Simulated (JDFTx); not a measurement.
## P under changes of volume

One of the cells (16.144 Å³/atom); the others are scaled copies at fixed shape and fractional positions:

```
CELL_PARAMETERS angstrom
1.72573 0.99635 3.12968
-1.72573 0.99635 3.12968
0.00000 -1.99270 3.12968
ATOMIC_POSITIONS crystal
P 0.77292 0.77292 0.77292
P 0.22708 0.22708 0.22708
```

This isn't the form of P at room conditions, which is orthorhombic.

| Property | Result |
| --- | --- |
| Program | JDFTx 1.7.0 (patched build) |
| Functional | PBEsol |
| Potentials or basis | PseudoDojo-SR-PBEsol-0.4.1-standard with smoothed tails |
| Cutoff | 599 eV |
| Density cutoff | 4789 eV |
| k mesh | 9 × 9 × 9 |
| Occupations | fermi-dirac, width 0.05 eV |
| Spin | no spin polarisation |

```csv
volume (Å³/atom),energy over the lowest point (meV/atom),pressure (GPa),largest force (eV/Å)
15.175,8.75,4.4,0.687
15.498,2.12,2.1,0.532
15.821,0.00,0.0,0.393
16.144,1.85,-1.8,0.271
16.467,6.95,-3.4,0.145
16.789,15.19,-4.9,0.017
17.112,?,?,?
```

**Question.** What does the run at 17.112 Å³/atom give?

**Answer.** Energy over the lowest point 26.45 meV/atom; pressure -6.3 GPa; largest force 0.105 eV/Å.

Worked out: A Birch-Murnaghan fit of order 3 (a polynomial in V^(-2/3)) to the other rows has its minimum at 15.83 Å³/atom with B0 = V·E''(V) = 95 GPa and B' = 5.6 at fixed shape and positions, which overstates the stiffness. It gives 25.97 meV/atom at 17.112 Å³/atom, against the run's 26.45, and -dE/dV = -5.9 GPa, against -6.3.

Energies are extrapolated to zero smearing.
